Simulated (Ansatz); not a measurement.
# Si: energy and pressure over a range of volumes, part 2 of 2

How stiff is Si, and at what volume does the pressure vanish? The cell is scaled evenly, atoms carried along, and solved with LAPW, PAW and all-electron datasets made for the crystal.

Ansatz 0.2.0; DFT PBE; a cell built from a prototype (sc type), not taken from measurement. «Crystal datasets» are all-electron PAW datasets made for this crystal.

## (7) Volume × 1.02, LAPW

This is Si in the simple cubic structure; at room conditions it is diamond.

Contents of input.yaml:

```yaml
crystal:
  lattice:
    - [2.5491709009, 0.0, 0.0]
    - [0.0, 2.5491709009, 0.0]
    - [0.0, 0.0, 2.5491709009]
  atoms:
    - { symbol: Si, position: [0.0, 0.0, 0.0] }
kpoints:
  mp_grid: { grid: [14, 14, 14] }
scf:
  occupations: { method: fermi_dirac, width: 0.03 }
hamiltonian:
  xc: pbe
  pseudopotentials: { kind: all_electron, lapw: { basis_error: 0.00025 } }
output:
  forces: true
  stress: true
  eigenvalues: true
```

Launch:

```console
$ ansatz run input.yaml --threads 1 --pin off --max-ram 2048MiB --backend cpu --events-out ev --progress --plain --runs-dir out
```

What it wrote (excerpt; [...] marks lines left out):

```text
LAPW: plane waves up to 7.421 Å⁻¹, error target 2.5e-4 eV per atom; small_component_spin mean_spin; Si in spheres of 1.275 Å, 12 of its electrons in bands, Dirac shells []
[...]
Pseudopotentials: kind: all_electron
Pseudopotential: Si, LAPW, valence charge 12, Koelling and Harmon's equation, gaussian nucleus
Functional definition: PBE
[...]
Crystal: 1 atoms, lattice volume = 16.565 Å³
Basis set: ecut = 209.8211548348049 eV, 123 PW (Γ), exchange–correlation at level 2
Bands: 10, of which v1, the nominal top of the filled ones, is band 6 counted from 1 (5 counted from 0)
Symmetry: 48 space group operations
Space group: Pm-3m (ITA 221), of the structure as read, at distance tolerance 2.5e-5 Å
k-points: 120 of 2744
[...]
SCF iter   1: F=—  HF=-7891.919955 eV  |F-HF|=—  |Δ(HF+E_count)|=         —  Δρ=1.53e-2  dr2=2.25e-2  ethr=1.88e-4  ⟨swp⟩=3.0  Hψ=9175  notcnv=0
[...]
the basis was enlarged: its passes take 317.5 KiB over the memory plan, 1 of 1 planned eigensolver slots
SCF iter   5: F=-7891.923961 eV  HF=-7891.923961 eV  |F-HF|=1.08e-8  |Δ(HF+E_count)|=   2.24e-7  Δρ=6.53e-6  dr2=4.02e-9  ethr=2.61e-9  ⟨swp⟩=2.9  Hψ=3444  notcnv=0
[...]
SCF converged after 5 iterations
Free energy (F): -7891.923961 eV
[...]
E sigma→0 (E₀):  -7891.923690 eV
Entropy (-TS):   -0.000542 eV (-0.542 meV/atom)
Fermi energy:    9.976782 eV
[...]
--- Forces (eV/Å), atoms counted from 1 ---
  atom   1  Si     0.00000000     0.00000000     0.00000000
[...]
--- Stress (GPa, compression-positive) ---
       -1.922340      -0.000000       0.000000
       -0.000000      -1.922340      -0.000000
        0.000000      -0.000000      -1.922340
  P = ⅓ Tr σ = -1.9223 GPa (-19.223 kbar)
--- Band table (eV; the first three rows and the last of 120) ---
  k-point 0: bands = ["-124.2966", "-80.3361", "-80.3361", "-80.3361", "-3.0303", "17.4110", "17.4110", "17.5067", "17.5067", "17.5067"]
[...]
```

Run time: 6 s. Hardware: 1 thread, shared host.

Result: pressure -1.92 GPa; no gap.

## (8) Volume × 1.02, PAW

input.yaml: that of step 7 with these lines changed.

```diff
@@ -13,3 +13,3 @@
   xc: pbe
-  pseudopotentials: { kind: all_electron, lapw: { basis_error: 0.00025 } }
+  pseudopotentials: { kind: paw }
 output:
@@ -18 +18,6 @@
   eigenvalues: true
+  efg: { contact_densities: true }
+  write_density: true
+  write_potential: true
+  elf: true
+  volumetric_format: npy
```

Launch:

```console
$ ansatz run input.yaml --threads 1 --pin off --max-ram 2048MiB --backend cpu --events-out ev --progress --plain --runs-dir out
```

What it wrote (excerpt; [...] marks lines left out):

```text
[...]
[... 3 set-up lines as earlier in the session ...]
[...]
Crystal: 1 atoms, lattice volume = 16.565 Å³
Basis set: ecut = 420 eV, 341 PW (Γ), exchange–correlation on 36×36×36 points (8 copies of the dense FFT grid, shifted against one another)
Bands: 6, of which v1, the nominal top of the filled ones, is band 2 counted from 1 (1 counted from 0)
[... 2 set-up lines as earlier in the session ...]
k-points: 120 of 2744
[...]
SCF iter   1: F=—  HF=-635.465160 eV  |F-HF|=—  |Δ(HF+E_count)|=         —  Δρ=1.53e-3  dr2=2.20e-4  ethr=1.77e-3  ⟨swp⟩=5.7  Hψ=6933  notcnv=0
[...]
SCF iter   6: F=-635.465360 eV  HF=-635.465360 eV  |F-HF|=1.45e-10  |Δ(HF+E_count)|=  3.40e-10  Δρ=1.51e-6  dr2=5.29e-10  ethr=8.85e-11  ⟨swp⟩=4.2  Hψ=2834  notcnv=0
[...]
SCF converged after 6 iterations
Free energy (F): -635.465360 eV
[...]
E sigma→0 (E₀):  -635.465089 eV
Entropy (-TS):   -0.000542 eV (-0.542 meV/atom)
Fermi energy:    8.483267 eV
[...]
--- Forces (eV/Å), atoms counted from 1 ---
  atom   1  Si    -0.00000000    -0.00000000     0.00000000
[...]
--- Stress (GPa, compression-positive) ---
       -1.924555      -0.000000       0.000000
        0.000000      -1.924555       0.000000
        0.000000       0.000000      -1.924555
  P = ⅓ Tr σ = -1.9246 GPa (-19.246 kbar)
--- PAW observables at the nuclei: V_zz in 10²¹ V/m², potentials from the cell's mean, atoms counted from 1 ---
  atom   1  Si V_zz =    -0.000000   η = 0.0000   by run symmetry: forbidden
            electrostatic potential = -1360.283406 V   contact ρ = 12815.977488 e/Å³
--- Band table (eV; the first three rows and the last of 120) ---
  k-point 0: bands = ["-4.5235", "15.9123", "15.9123", "16.0133", "16.0133", "16.0133"]
[...]
```

Run time: 2.6 s. Hardware: 1 thread, shared host.

This run gives: pressure -1.92 GPa; no gap.

## (9) Volume × 1.04, LAPW

Contents of input.yaml:

```yaml
crystal:
  lattice:
    - [2.5657244225, 0.0, 0.0]
    - [0.0, 2.5657244225, 0.0]
    - [0.0, 0.0, 2.5657244225]
  atoms:
    - { symbol: Si, position: [0.0, 0.0, 0.0] }
kpoints:
  mp_grid: { grid: [14, 14, 14] }
scf:
  occupations: { method: fermi_dirac, width: 0.03 }
hamiltonian:
  xc: pbe
  pseudopotentials: { kind: all_electron, lapw: { basis_error: 0.00025 } }
output:
  forces: true
  stress: true
  eigenvalues: true
```

Launch:

```console
$ ansatz run input.yaml --threads 1 --pin off --max-ram 2048MiB --backend cpu --events-out ev --progress --plain --runs-dir out
```

What it wrote (excerpt; [...] marks lines left out):

```text
LAPW: plane waves up to 7.347 Å⁻¹, error target 2.5e-4 eV per atom; small_component_spin mean_spin; Si in spheres of 1.283 Å, 12 of its electrons in bands, Dirac shells []
[...]
[... 3 set-up lines as earlier in the session ...]
[...]
Crystal: 1 atoms, lattice volume = 16.890 Å³
Basis set: ecut = 205.65786613298522 eV, 123 PW (Γ), exchange–correlation at level 2
Bands: 10, of which v1, the nominal top of the filled ones, is band 6 counted from 1 (5 counted from 0)
[... 1 set-up line as earlier in the session ...]
Space group: Pm-3m (ITA 221), of the structure as read, at distance tolerance 2.6e-5 Å
k-points: 120 of 2744
[...]
SCF iter   1: F=—  HF=-7891.914369 eV  |F-HF|=—  |Δ(HF+E_count)|=         —  Δρ=1.49e-2  dr2=2.15e-2  ethr=1.79e-4  ⟨swp⟩=3.1  Hψ=9186  notcnv=0
[...]
the basis was enlarged: its passes take 317.5 KiB over the memory plan, 1 of 1 planned eigensolver slots
SCF iter   5: F=-7891.918287 eV  HF=-7891.918287 eV  |F-HF|=1.16e-8  |Δ(HF+E_count)|=   2.20e-7  Δρ=6.55e-6  dr2=4.25e-9  ethr=2.80e-9  ⟨swp⟩=2.9  Hψ=3444  notcnv=0
[...]
SCF converged after 5 iterations
Free energy (F): -7891.918287 eV
[...]
E sigma→0 (E₀):  -7891.918004 eV
Entropy (-TS):   -0.000566 eV (-0.566 meV/atom)
Fermi energy:    9.707255 eV
[...]
--- Forces (eV/Å), atoms counted from 1 ---
  atom   1  Si    -0.00000000    -0.00000000     0.00000000
[...]
--- Stress (GPa, compression-positive) ---
       -3.640101      -0.000000       0.000000
       -0.000000      -3.640101      -0.000000
        0.000000      -0.000000      -3.640101
  P = ⅓ Tr σ = -3.6401 GPa (-36.401 kbar)
--- Band table (eV; the first three rows and the last of 120) ---
  k-point 0: bands = ["-124.5848", "-80.6257", "-80.6257", "-80.6257", "-3.1384", "17.1127", "17.1127", "17.1127", "17.1347", "17.1347"]
[...]
```

It took 5.8 s on 1 thread, shared host.

Read from it: pressure -3.64 GPa; no gap.

## (10) Volume × 1.04, PAW

input.yaml: that of step 9 with these lines changed.

```diff
@@ -13,3 +13,3 @@
   xc: pbe
-  pseudopotentials: { kind: all_electron, lapw: { basis_error: 0.00025 } }
+  pseudopotentials: { kind: paw }
 output:
@@ -18 +18,2 @@
   eigenvalues: true
+  efg: { contact_densities: true }
```

Launch:

```console
$ ansatz run input.yaml --threads 1 --pin off --max-ram 2048MiB --backend cpu --events-out ev --progress --plain --runs-dir out
```

What it wrote (excerpt; [...] marks lines left out):

```text
[...]
[... 3 set-up lines as earlier in the session ...]
[...]
Crystal: 1 atoms, lattice volume = 16.890 Å³
Basis set: ecut = 420 eV, 341 PW (Γ), exchange–correlation on 36×36×36 points (8 copies of the dense FFT grid, shifted against one another)
Bands: 6, of which v1, the nominal top of the filled ones, is band 2 counted from 1 (1 counted from 0)
[... 2 set-up lines as earlier in the session ...]
k-points: 120 of 2744
[...]
SCF iter   1: F=—  HF=-635.459471 eV  |F-HF|=—  |Δ(HF+E_count)|=         —  Δρ=1.55e-3  dr2=2.43e-4  ethr=1.77e-3  ⟨swp⟩=5.7  Hψ=6937  notcnv=0
[...]
SCF iter   6: F=-635.459684 eV  HF=-635.459684 eV  |F-HF|=1.68e-10  |Δ(HF+E_count)|=  2.12e-10  Δρ=1.58e-6  dr2=6.02e-10  ethr=8.57e-11  ⟨swp⟩=1.4  Hψ=2166  notcnv=0
[...]
SCF converged after 6 iterations
Free energy (F): -635.459684 eV
[...]
E sigma→0 (E₀):  -635.459400 eV
Entropy (-TS):   -0.000566 eV (-0.566 meV/atom)
Fermi energy:    8.241907 eV
[...]
--- Forces (eV/Å), atoms counted from 1 ---
  atom   1  Si    -0.00000000    -0.00000000     0.00000000
[...]
--- Stress (GPa, compression-positive) ---
       -3.645335       0.000000       0.000000
        0.000000      -3.645335      -0.000000
        0.000000       0.000000      -3.645335
  P = ⅓ Tr σ = -3.6453 GPa (-36.453 kbar)
--- PAW observables at the nuclei: V_zz in 10²¹ V/m², potentials from the cell's mean, atoms counted from 1 ---
  atom   1  Si V_zz =    +0.000000   η = 0.0000   by run symmetry: forbidden
            electrostatic potential = -1359.968000 V   contact ρ = 12816.196090 e/Å³
--- Band table (eV; the first three rows and the last of 120) ---
  k-point 0: bands = ["-4.6034", "15.6474", "15.6474", "15.6474", "15.6645", "15.6645"]
[...]
```

Wall time 1.8 s (1 thread, shared host).

In short: pressure -3.65 GPa; no gap.

## (11) Volume × 1.04, crystal datasets

input.yaml: that of step 10 with these lines changed.

```diff
@@ -13,3 +13,3 @@
   xc: pbe
-  pseudopotentials: { kind: paw }
+  pseudopotentials: { kind: all_electron, datasets: crystal }
 output:
```

Launch:

```console
$ ansatz run input.yaml --threads 1 --pin off --max-ram 2048MiB --backend cpu --events-out ev --progress --plain --runs-dir out
```

What it wrote (excerpt; [...] marks lines left out):

```text
[...]
[... 3 set-up lines as earlier in the session ...]
[...]
Crystal: 1 atoms, lattice volume = 16.890 Å³
Basis set: ecut = 180 eV, 81 PW (Γ), exchange–correlation on 24×24×24 points (8 copies of the dense FFT grid, shifted against one another)
Bands: 6, of which v1, the nominal top of the filled ones, is band 2 counted from 1 (1 counted from 0)
[... 2 set-up lines as earlier in the session ...]
k-points: 120 of 2744
[...]
SCF iter   1: F=—  HF=-7891.891015 eV  |F-HF|=—  |Δ(HF+E_count)|=         —  Δρ=2.01e-2  dr2=3.85e-2  ethr=8.79e-4  ⟨swp⟩=3.5  Hψ=4842  notcnv=0
[...]
In the spheres:  the bands' charges fall short by 2.5e-6 e at most (sound up to 1e-3)
Fermi energy:    9.707282 eV
[...]
  The terms above E_closure are by the made datasets' own strengths, without shells solved beside the bands.
--- Forces (eV/Å), atoms counted from 1 ---
  atom   1  Si    -0.00000000    -0.00000000    -0.00000000
[...]
--- Stress (GPa, compression-positive) ---
       -3.639279       0.000000       0.000000
       -0.000000      -3.639279       0.000000
        0.000000       0.000000      -3.639279
  P = ⅓ Tr σ = -3.6393 GPa (-36.393 kbar)
--- PAW observables at the nuclei: V_zz in 10²¹ V/m², potentials from the cell's mean, atoms counted from 1 ---
  atom   1  Si V_zz =    +0.000000   η = 0.0000   by run symmetry: forbidden
            electrostatic potential = -1359.874807 V   contact ρ = 12825.190015 e/Å³
--- Band table (eV; the first three rows and the last of 120) ---
  k-point 0: bands = ["-3.1384", "17.1127", "17.1127", "17.1127"]
[...]
```

It took 4 s on 1 thread, shared host.

Read from it: pressure -3.64 GPa; no gap.

## (12) The equation of state

The rows at scale 1 come from earlier runs of the unscaled cell with the same settings.

```
          method  volume (Å³/atom)  F above the lowest (meV/atom)  pressure (GPa)
            LAPW            15.591                            8.9            4.59
            LAPW            15.916                            2.1            2.17
            LAPW            16.240                            0.0            0.00
            LAPW            16.565                            2.0           -1.92
            LAPW            16.890                            7.7           -3.64
             PAW            15.591                            9.0            4.60
             PAW            15.916                            2.2            2.17
             PAW            16.240                            0.0            0.00
             PAW            16.565                            2.0           -1.92
             PAW            16.890                            7.7           -3.65
crystal datasets            15.591                              –            4.59
crystal datasets            16.240                              –            0.00
crystal datasets            16.890                              –           -3.64
```

## (13) What came out

This closing draws on all 2 parts.

| quantity | value |
| --- | --- |
| equilibrium volume (LAPW) | 16.241 Å³/atom |
| bulk modulus (LAPW) | 102 GPa |
| its pressure derivative (LAPW) | 4.8 |
| equilibrium volume (PAW) | 16.241 Å³/atom |
| bulk modulus (PAW) | 102 GPa |
| its pressure derivative (PAW) | 4.8 |

What this shows: By LAPW, the pressure vanishes at 16.24 Å³/atom (less than 0.1 % from the starting cell) and the bulk modulus there is 102 GPa (Birch-Murnaghan, third order). PAW's volume lies less than 0.01 % and its modulus +0.2 % from LAPW's. No thermal or zero-point expansion is included.
